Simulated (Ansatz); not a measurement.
# InP (F-43m) in Ansatz: a series of runs

Runs on InP. Level: r2SCAN+D4. Tasks: single point, equation of state.

All numbers are computed with Ansatz 0.2.0; they aren't measurements. Logs are shortened: lines on timing, memory, paths and dates and some standing lists are left out, and cuts for length are marked.

**What was measured.**

A printed reference work, data compilation reports, for a bulk crystal of InP: bulk modulus 71 GPa.

The results are compared with them further down.

## (1) The structure

Symmetry: F-43m, No. 216, cubic system. Conventional cell: a = 5.861 Å, b = 5.861 Å, c = 5.861 Å, α = 90.00°, β = 90.00°, γ = 90.00°. In (site symmetry -43m) has 4 P at 2.54 Å as nearest neighbours. P (site symmetry -43m) has 4 In at 2.54 Å as nearest neighbours.

## (2) Single point, r2SCAN+D4, 23.66 Å³/atom (volume scaled by 0.94)

Contents of input.yaml:

```yaml
crystal:
  lattice:
    - [0.0, 2.8706770916, 2.8706770916]
    - [2.8706770916, 0.0, 2.8706770916]
    - [2.8706770916, 2.8706770916, 0.0]
  atoms:
    - { symbol: In, position: [0.0, 0.0, 0.0] }
    - { symbol: P, position: [0.75, 0.75, 0.75] }
hamiltonian:
  xc: r2scan
  pseudopotentials: { kind: paw }
  dispersion: d4
kpoints:
  mp_grid: { grid: [8, 8, 8] }
scf:
  occupations: { method: fermi_dirac, width: 0.05 }
output:
  forces: true
  stress: true
  eigenvalues: true
```

Potentials or basis: Ansatz PAW.

Launch:

```bash
$ ansatz run input.yaml --threads 2 --pin off --max-ram 5120MiB --backend cpu --events-out ev --progress --plain --runs-dir out
```

Log:

```text
Warning: RAYON_NUM_THREADS=2 ignored (pool sized by the plan → 2); use --threads N
Engine: ansatz 0.2.0, aarch64-unknown-linux-gnu
Pseudopotentials: kind: paw
Pseudopotential: In, paw, valence charge 13, recommended cutoff 500 eV (meta_gga), In.paw.azcp
Pseudopotential: P, paw, valence charge 5, recommended cutoff 500 eV (meta_gga), P.paw.azcp
Functional definition: r2SCAN
  parameter k0 = 0.174
  parameter k1 = 0.065
  parameter a1 = 4.9479
  exchange = r2scan_x(k0 = k0, k1 = k1, a1 = a1)
  correlation = r2scan_c
Crystal: 2 atoms, lattice volume = 47.313 Å³
Basis set: ecut = 500 eV, 1243 PW (Γ), exchange–correlation on 120×120×120 points (64 copies of the dense FFT grid, shifted against one another)
Bands: 13, of which v1, the nominal top of the filled ones, is band 9 counted from 1 (8 counted from 0)
Symmetry: 24 space group operations
Space group: F-43m (ITA 216), of the structure as read, at distance tolerance 3.6e-5 Å
k-points: 29 of 512 (time reversal used)
Non-local potential: In, projectors of the file, l = 0: 2, l = 1: 2, l = 2: 2, l = 3: 2
Non-local potential: P, projectors of the file, l = 0: 2, l = 1: 2, l = 2: 2
PAW form: soft (Blöchl's): semilocal exchange-correlation on the pseudo side does not see the compensation charge
PAW frozen core: In, regenerated for the run's functional (the file was generated under x = pbe(κ = 0.804, μ = 0.2195149727645171), c = pbe(β = 0.06672455060314922))
PAW frozen core: P, regenerated for the run's functional (the file was generated under x = pbe(κ = 0.804, μ = 0.2195149727645171), c = pbe(β = 0.06672455060314922))
PAW one-centre angular grid: In, 590 points (default); XC on 289 of its mesh's 2783 points in the sphere
PAW one-centre angular grid: P, 302 points (default); XC on 160 Gauss nodes
Initial density: superposition of atomic densities (neutral atoms: chi_scale 0, normalization atom), corrected by the library's trained network
Initial wavefunctions: pseudopotential atomic-orbital guess
Functional: x = r2scan, c = r2scan; τ floored in thin density (d = 2e-4 eV/Å³)
SCF iter   1: F=—  HF=-6371.893588 eV  |F-HF|=—  |Δ(HF+E_count)|=         —  Δρ=6.97e-3  dr2=1.73e-2  dr2_τ=1.42e-2  ethr=1.77e-3  ⟨swp⟩=6.0  Hψ=2588  notcnv=0
preconditioner: auto → none  [insulator: Δε(μ)=1.460 eV  Ē_g=15.839 eV  σ=0.050 eV  W_gap=1.00  n_scr=14 (ndim 8)  ℏωp=22.9 eV  f_vac=0.012  D(μ)=0.00/eV (n_scr^D=0)  ε∞_Penn≈3.1]
SCF iter   2: F=—  HF=-6371.904752 eV  |F-HF|=—  |Δ(HF+E_count)|=   1.12e-2  Δρ=1.87e-3  dr2=1.79e-3  dr2_τ=1.05e-4  ethr=9.61e-5  ⟨swp⟩=2.8  Hψ=1033  notcnv=0
SCF iter   3: F=—  HF=-6371.904758 eV  |F-HF|=—  |Δ(HF+E_count)|=   5.69e-6  Δρ=1.12e-3  dr2=3.35e-4  dr2_τ=9.74e-6  ethr=9.92e-6  ⟨swp⟩=3.0  Hψ=660  notcnv=0
SCF iter   4: F=—  HF=-6371.904859 eV  |F-HF|=—  |Δ(HF+E_count)|=   1.00e-4  Δρ=3.07e-4  dr2=2.55e-5  dr2_τ=5.00e-7  ethr=1.86e-6  ⟨swp⟩=1.7  Hψ=424  notcnv=0
SCF iter   5: F=—  HF=-6371.904857 eV  |F-HF|=—  |Δ(HF+E_count)|=   1.68e-6  Δρ=3.49e-5  dr2=3.82e-7  dr2_τ=1.68e-8  ethr=1.42e-7  ⟨swp⟩=2.7  Hψ=658  notcnv=0
SCF iter   6: F=-6371.904857 eV  HF=-6371.904857 eV  |F-HF|=8.49e-9  |Δ(HF+E_count)|=   1.10e-7  Δρ=7.75e-6  dr2=1.74e-8  dr2_τ=9.39e-10  ethr=5.56e-10  ⟨swp⟩=7.2  Hψ=2033  notcnv=0
SCF 1 converged in 6 iterations: F = -6371.904857 eV  dr2 = 1.74e-8
SCF converged after 6 iterations
Free energy (F): -6371.904857 eV
Harris-Foulkes:  -6371.904857 eV  (|F-HF|=8.49e-9)
Internal energy: -6371.904857 eV  (E = F + TS)
E sigma→0 (E₀):  -6371.904857 eV
Fermi energy:    8.428525 eV
--- Per-component energies (eV) ---
  E_band       = -49.865231
  E_kinetic    = 315.628167
  E_local      = -1362.241497  (includes V_loc(G=0)·N_el)
  E_nonlocal   = 401.871795
  E_hartree    = 539.907594
  E_xc         = -260.134067
  E_vxc        = -172.810746  (∫ρ·V_xc dr)
  E_paw        = -4761.411916  (= ΣΔE_a)
  E_vpaw       = -322.395495  (= ΣTr[D̂ρ^β])
  E_aug_tail   = 0.000008  (compensation charges beyond the density's cutoff)
  E_vtau       = 10.269998  (kinetic-family band-sum trace: ∫τ·v_τ [+ j·A + Jᵃ·Aᵃ] dr)
  E_ewald      = -1246.146996
  E_disp       = -0.252649  (pairwise vdW)
  E_core_change = 0.874704  (= ΣΔE_core)
  E_smearing   = -0.000000  (= −TS)
  E_closure    = 0.000000  (closes the sum)
  Σ components = -6371.904857   (vs F -6371.904857, Δ=0.00e0)
--- Forces (eV/Å), atoms counted from 1 ---
  atom   1  In    -0.00000000    -0.00000000     0.00000000
  atom   2  P      0.00000000     0.00000000     0.00000000
  max |Σ_I F_I| component: 3.01e-17 eV/Å
--- Stress (GPa, compression-positive) ---
        6.282238       0.000000      -0.000000
       -0.000000       6.282238       0.000000
       -0.000000       0.000000       6.282238
  P = ⅓ Tr σ = 6.2822 GPa (62.822 kbar)
--- Band table (eV; the first three rows and the last of 29) ---
  k-point 0: bands = ["-7.2095", "-7.2095", "-7.2095", "-7.0046", "-7.0046", "-4.8198", "7.6381", "7.6381", "7.6381", "9.1596", "12.0539", "12.0539", "12.0539"]
  k-point 1: bands = ["-7.2378", "-7.1997", "-7.1997", "-7.0045", "-7.0045", "-4.6113", "6.1282", "7.4250", "7.4250", "9.9574", "12.2916", "12.3651", "12.3651"]
  k-point 2: bands = ["-7.2999", "-7.1786", "-7.1786", "-7.0012", "-7.0012", "-4.0315", "4.0107", "7.0022", "7.0022", "10.0021", "12.8181", "12.8181", "13.5820"]
  k-point 28: bands = ["-7.4187", "-7.1269", "-7.0827", "-7.0320", "-6.9851", "-1.9352", "1.6464", "4.3011", "4.3378", "12.2164", "12.6789", "13.8200", "14.2164"]
```

Wall time 2.5 s (2 threads of Arm Neoverse V2, shared host); peak memory 0.42 GiB.

Results:

* Free energy: -6371.9049 eV
* Pressure: 6.3 GPa
* Band gap on the k mesh: 1.52 eV, direct

Caveat: spin-orbit coupling is left out, which moves the levels of the heavy elements; the PAW data sets come from PBE, with cores solved anew for the run's functional, which leaves a small shift of forces and pressure.

## (3) Single point, r2SCAN+D4, 24.16 Å³/atom (volume scaled by 0.96)

input.yaml: that of step 2 with these lines changed.

```diff
@@ -2,5 +2,5 @@
   lattice:
-    - [0.0, 2.8706770916, 2.8706770916]
-    - [2.8706770916, 0.0, 2.8706770916]
-    - [2.8706770916, 2.8706770916, 0.0]
+    - [0.0, 2.8908937935, 2.8908937935]
+    - [2.8908937935, 0.0, 2.8908937935]
+    - [2.8908937935, 2.8908937935, 0.0]
   atoms:
```

Potentials or basis: Ansatz PAW.

Launch:

```bash
$ ansatz run input.yaml --threads 2 --pin off --max-ram 5120MiB --backend cpu --events-out ev --progress --plain --runs-dir out
```

Wall time 2.5 s (2 threads of Arm Neoverse V2, shared host); peak memory 0.42 GiB.

It converged, with:

- Free energy: -6371.9381 eV
- Pressure: 4.3 GPa
- Band gap on the k mesh: 1.40 eV, direct

Caveat: spin-orbit coupling is left out, which moves the levels of the heavy elements; the PAW data sets come from PBE, with cores solved anew for the run's functional, which leaves a small shift of forces and pressure.

## (4) Single point, r2SCAN+D4, 24.66 Å³/atom (volume scaled by 0.98)

input.yaml: that of step 3 with these lines changed.

```diff
@@ -2,5 +2,5 @@
   lattice:
-    - [0.0, 2.8908937935, 2.8908937935]
-    - [2.8908937935, 0.0, 2.8908937935]
-    - [2.8908937935, 2.8908937935, 0.0]
+    - [0.0, 2.9108316221, 2.9108316221]
+    - [2.9108316221, 0.0, 2.9108316221]
+    - [2.9108316221, 2.9108316221, 0.0]
   atoms:
```

Launch:

```bash
$ ansatz run input.yaml --threads 2 --pin off --max-ram 5120MiB --backend cpu --events-out ev --progress --plain --runs-dir out
```

Run time: 2.6 s. Hardware: 2 threads of Arm Neoverse V2, shared host; peak memory 0.46 GiB.

It converged, with:

| Item | Value |
| --- | --- |
| Free energy | -6371.9596 eV |
| Pressure | 2.6 GPa |
| Band gap on the k mesh | 1.28 eV, direct |

Caveat: spin-orbit coupling is left out, which moves the levels of the heavy elements; the PAW data sets come from PBE, with cores solved anew for the run's functional, which leaves a small shift of forces and pressure.

## (5) Single point, r2SCAN+D4, 25.17 Å³/atom

input.yaml: that of step 4 with these lines changed.

```diff
@@ -2,5 +2,5 @@
   lattice:
-    - [0.0, 2.9108316221, 2.9108316221]
-    - [2.9108316221, 0.0, 2.9108316221]
-    - [2.9108316221, 2.9108316221, 0.0]
+    - [0.0, 2.9305, 2.9305]
+    - [2.9305, 0.0, 2.9305]
+    - [2.9305, 2.9305, 0.0]
   atoms:
```

Launch:

```bash
$ ansatz run input.yaml --threads 2 --pin off --max-ram 5120MiB --backend cpu --events-out ev --progress --plain --runs-dir out
```

It took 2.6 s on 2 threads of Arm Neoverse V2, shared host; peak memory 0.46 GiB.

It converged, with:

```
Free energy            : -6371.9706 eV
Pressure               : 1.0 GPa
Band gap on the k mesh : 1.16 eV, direct
```

Caveat: spin-orbit coupling is left out, which moves the levels of the heavy elements; the PAW data sets come from PBE, with cores solved anew for the run's functional, which leaves a small shift of forces and pressure.

## (6) Single point, r2SCAN+D4, 25.67 Å³/atom (volume scaled by 1.02)

input.yaml: that of step 5 with these lines changed.

```diff
@@ -2,5 +2,5 @@
   lattice:
-    - [0.0, 2.9305, 2.9305]
-    - [2.9305, 0.0, 2.9305]
-    - [2.9305, 2.9305, 0.0]
+    - [0.0, 2.9499078504, 2.9499078504]
+    - [2.9499078504, 0.0, 2.9499078504]
+    - [2.9499078504, 2.9499078504, 0.0]
   atoms:
```

Potentials or basis: Ansatz PAW.

Launch:

```bash
$ ansatz run input.yaml --threads 2 --pin off --max-ram 5120MiB --backend cpu --events-out ev --progress --plain --runs-dir out
```

Wall time 2.6 s (2 threads of Arm Neoverse V2, shared host); peak memory 0.46 GiB.

The run converged. Its results:

| Property | Result |
| --- | --- |
| Free energy | -6371.9723 eV |
| Pressure | -0.4 GPa |
| Band gap on the k mesh | 1.05 eV, direct |

Caveat: spin-orbit coupling is left out, which moves the levels of the heavy elements; the PAW data sets come from PBE, with cores solved anew for the run's functional, which leaves a small shift of forces and pressure.

## (7) Single point, r2SCAN+D4, 26.17 Å³/atom (volume scaled by 1.04)

input.yaml: that of step 6 with these lines changed.

```diff
@@ -2,5 +2,5 @@
   lattice:
-    - [0.0, 2.9499078504, 2.9499078504]
-    - [2.9499078504, 0.0, 2.9499078504]
-    - [2.9499078504, 2.9499078504, 0.0]
+    - [0.0, 2.9690636329, 2.9690636329]
+    - [2.9690636329, 0.0, 2.9690636329]
+    - [2.9690636329, 2.9690636329, 0.0]
   atoms:
```

Launch:

```bash
$ ansatz run input.yaml --threads 2 --pin off --max-ram 5120MiB --backend cpu --events-out ev --progress --plain --runs-dir out
```

Wall time 2.9 s (2 threads of Arm Neoverse V2, shared host); peak memory 0.46 GiB.

It converged, with:

```
Free energy            : -6371.9655 eV
Pressure               : -1.7 GPa
Band gap on the k mesh : 0.94 eV, direct
```

Caveat: spin-orbit coupling is left out, which moves the levels of the heavy elements; the PAW data sets come from PBE, with cores solved anew for the run's functional, which leaves a small shift of forces and pressure.

## (8) Single point, r2SCAN+D4, 26.68 Å³/atom (volume scaled by 1.06)

input.yaml: that of step 7 with these lines changed.

```diff
@@ -2,5 +2,5 @@
   lattice:
-    - [0.0, 2.9690636329, 2.9690636329]
-    - [2.9690636329, 0.0, 2.9690636329]
-    - [2.9690636329, 2.9690636329, 0.0]
+    - [0.0, 2.9879753761, 2.9879753761]
+    - [2.9879753761, 0.0, 2.9879753761]
+    - [2.9879753761, 2.9879753761, 0.0]
   atoms:
```

Launch:

```bash
$ ansatz run input.yaml --threads 2 --pin off --max-ram 5120MiB --backend cpu --events-out ev --progress --plain --runs-dir out
```

It took 3 s on 2 threads of Arm Neoverse V2, shared host; peak memory 0.46 GiB.

The run converged. Its results:

```
Free energy            : -6371.9512 eV
Pressure               : -2.8 GPa
Band gap on the k mesh : 0.82 eV, direct
```

Caveat: spin-orbit coupling is left out, which moves the levels of the heavy elements; the PAW data sets come from PBE, with cores solved anew for the run's functional, which leaves a small shift of forces and pressure.

## (9) Equation of state, r2SCAN+D4

Potentials or basis: Ansatz PAW.

No new run: the results of the series are fitted here.

What came out:

```yaml
Equilibrium_volume: 25.51 Å³/atom
Bulk_modulus: 70 GPa
Pressure_derivative_of_the_bulk_modulus: 4.5
```

Energy against volume, from the lowest point:
```csv
volume (Å³/atom),energy (meV/atom)
23.657,33.72
24.160,17.12
24.663,6.36
25.167,0.83
25.670,0.00
26.173,3.38
26.677,10.53
```

Caveat: the PAW data sets were made with another functional, which shifts forces and pressure a little.

## (10) Comparison with measurements

Step 9. Against the measured bulk modulus of InP, 71 GPa (a printed reference work, data compilation), the calculated 70 GPa is off by -1.1 %. The fit is for a static lattice scaled at fixed shape and fixed fractional positions.
